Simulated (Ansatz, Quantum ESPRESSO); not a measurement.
**ZnS1-xSex: cell size against composition**

Does the cell follow a straight line between the end members?

Calculated with Ansatz 0.2.0, PBEsol, PAW files of the set soft_1, cutoff 600 eV, Fermi–Dirac smearing 0.02 eV, k-mesh 4×4×4, no spin polarisation, no spin-orbit coupling.

Each composition is one ordered cell of the zinc blende structure with 8 sites to fill (x is the share of Se on the S sites), chosen so that its near-neighbour pairs are as close to random as the cell allows, with cell and atoms relaxed. The cell at x = 0.125: a = 7.6243 Å, b = 7.6243 Å, c = 7.6243 Å, α = 60.00°, β = 60.00°, γ = 60.00°.

```
atom       x       y       z
  Se  0.3750  0.3750  0.3750
  Zn  0.9998  0.9998  0.9998
  Zn  0.9998  0.9998  0.5007
  Zn  0.9998  0.5007  0.9998
  Zn  0.9893  0.5036  0.5036
  Zn  0.5007  0.9998  0.9998
  Zn  0.5036  0.9893  0.5036
  Zn  0.5036  0.5036  0.9893
  Zn  0.5036  0.5036  0.5036
   S  0.3745  0.3745  0.8755
   S  0.3745  0.8755  0.3745
   S  0.3745  0.8755  0.8755
   S  0.8755  0.3745  0.3745
   S  0.8755  0.3745  0.8755
   S  0.8755  0.8755  0.3745
   S  0.8750  0.8750  0.8750
```

```csv
x,formula,space group,volume for each atom (Å³)
0,ZnS,F-43m,19.212
0.125,Zn8SeS7,F-43m,19.587
0.25,Zn4SeS3,Amm2,19.969
0.375,Zn8Se3S5,R3m,20.356
0.625,Zn8Se5S3,R3m,21.140
0.75,Zn4Se3S,Amm2,21.536
0.875,Zn8Se7S,F-43m,21.938
1,ZnSe,F-43m,22.347
```

**Question.** Fit the trend and give the value at x = 0.5, a row left out above.

The law is y = (1 − x) y0 + x y1 − b x(1 − x). With w = x(1 − x) and δ the distance of each inner row from the straight line, b = −Σδw/Σw².

| x | w | δ |
| --- | --- | --- |
| 0.125 | 0.1094 | −0.017 |
| 0.25 | 0.1875 | −0.027 |
| 0.375 | 0.2344 | −0.032 |
| 0.625 | 0.2344 | −0.031 |
| 0.75 | 0.1875 | −0.027 |
| 0.875 | 0.1094 | −0.017 |

Σδw = −0.02861 and Σw² = 0.2041, so b = 0.140 Å³. At x = 0.5 the law gives 20.744 Å³. The run itself gives 20.742 Å³, so the estimate misses by 0.002 Å³; the fitted rows themselves lie up to 0.002 Å³ off the law.

At x = 0.5 the bowing term is 0.17 % of the value there, against 16.3 % between the ends, so the straight line holds well.

One small ordered cell stands for each composition, so a random alloy may differ.

The same fit over all rows at other levels or in other programs gives b = 0.130 Å³ with PBEsol (Quantum ESPRESSO, GBRV).

[Logs are printed without paths, hosts, clocks, repeated set-up lines and the standing remarks that a program may print on its own settings, such as how far it seeks lower states.]
